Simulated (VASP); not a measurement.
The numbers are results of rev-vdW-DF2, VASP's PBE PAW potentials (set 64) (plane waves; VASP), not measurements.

Input for VASP

**POSCAR**
```
CsBr
1
    4.3581937980     0.0000000000     0.0000000000
    0.0000000000     4.3581937980     0.0000000000
    0.0000000000     0.0000000000     4.3581937980
Cs Br
1 1
Direct
  0.0000000000   0.0000000000   0.0000000000
  0.5000000000   0.5000000000   0.5000000000
```

File KPOINTS:
```
Automatic mesh
0
Gamma
6 6 6
0 0 0
```

INCAR:
```
# general
SYSTEM   = CsBr
PREC     = Accurate
ENCUT    = 520   # plane-wave cut-off (eV)
LREAL    = F
LASPH    = T

# electronic loop
EDIFF    = 1E-7   # SCF stop (eV)
NELM     = 100
ALGO     = Normal   # blocked Davidson
LMAXMIX  = 4

# smearing
ISMEAR   = 0   # Gaussian
SIGMA    = 0.05   # width (eV)

# functional
GGA      = MK
LUSE_VDW = T
AGGAC    = 0.0
PARAM1   = 0.1234568
PARAM2   = 0.7114
ZAB_VDW  = -1.8867

# ions
ISIF     = 2   # forces and stress, cell fixed

# output
LWAVE    = F
LCHARG   = F
```

POTCAR, in this order: Cs_sv Br (PBE.64 set). Program: vasp_std.

Output

### OSZICAR
```
       N       E                     dE             d eps       ncg     rms          rms(c)
DAV:   1     0.993739108442E+02    0.99374E+02   -0.66776E+03   480   0.112E+03
DAV:   2     0.498345321179E+01   -0.94390E+02   -0.88405E+02   720   0.183E+02
DAV:   3    -0.230974518713E+01   -0.72932E+01   -0.72708E+01   580   0.575E+01
DAV:   4    -0.238479364967E+01   -0.75048E-01   -0.75017E-01   572   0.695E+00
DAV:   5    -0.238547426716E+01   -0.68062E-03   -0.68056E-03   596   0.647E-01    0.174E+00
DAV:   6    -0.214046825176E+01    0.24501E+00   -0.37707E-01   536   0.307E+00    0.100E+00
DAV:   7    -0.209761147720E+01    0.42857E-01   -0.17140E-01   596   0.213E+00    0.538E-01
DAV:   8    -0.209728057171E+01    0.33091E-03   -0.11085E-02   552   0.759E-01    0.907E-02
DAV:   9    -0.209734366732E+01   -0.63096E-04   -0.19566E-03   612   0.264E-01    0.720E-02
DAV:  10    -0.209738790594E+01   -0.44239E-04   -0.13799E-04   552   0.969E-02    0.892E-03
DAV:  11    -0.209739264517E+01   -0.47392E-05   -0.16852E-05   592   0.286E-02    0.368E-03
DAV:  12    -0.209739272000E+01   -0.74829E-07   -0.43123E-06   576   0.123E-02    0.123E-03
DAV:  13    -0.209739266568E+01    0.54326E-07   -0.18383E-07   532   0.306E-03
   1 F= -.20973927E+01 E0= -.20973927E+01  d E =-.843882E-13
```

### OUTCAR
```
------------------------ aborting loop because EDIFF is reached ----------------------------------------
  FORCE on cell =-STRESS in cart. coord.  units (eV):
  Direction    XX          YY          ZZ          XY          YZ          ZX
  --------------------------------------------------------------------------------------
  Total       -0.4151418     -0.4151418     -0.4151418     -0.0000000     -0.0000000      0.0000000
  in kB       -8.0350295     -8.0350295     -8.0350295     -0.0000000     -0.0000000      0.0000000
  external PRESSURE =      -8.0350295 kB  Pullay stress =       0.0000000 kB
  volume of cell :       82.78
      direct lattice vectors                 reciprocal lattice vectors
     4.358193798  0.000000000  0.000000000     0.229452853  0.000000000  0.000000000
     0.000000000  4.358193798  0.000000000     0.000000000  0.229452853  0.000000000
     0.000000000  0.000000000  4.358193798     0.000000000  0.000000000  0.229452853
 POSITION                                       TOTAL-FORCE (eV/Angst)
 -----------------------------------------------------------------------------------
      0.00000      0.00000      0.00000         0.000000      0.000000      0.000000
      2.17910      2.17910      2.17910         0.000000      0.000000      0.000000
 -----------------------------------------------------------------------------------
    total drift:                                0.000000      0.000000     -0.000000
  FREE ENERGIE OF THE ION-ELECTRON SYSTEM (eV)
  ---------------------------------------------------
  free  energy   TOTEN  =        -2.0973926657 eV

  energy  without entropy=       -2.0973926657  energy(sigma->0) =       -2.09739267
```
(Selected blocks of OUTCAR.)

The compound is CsBr in the CsCl type structure. This cell is one point of a volume scan, at 1.06 of the reference volume.
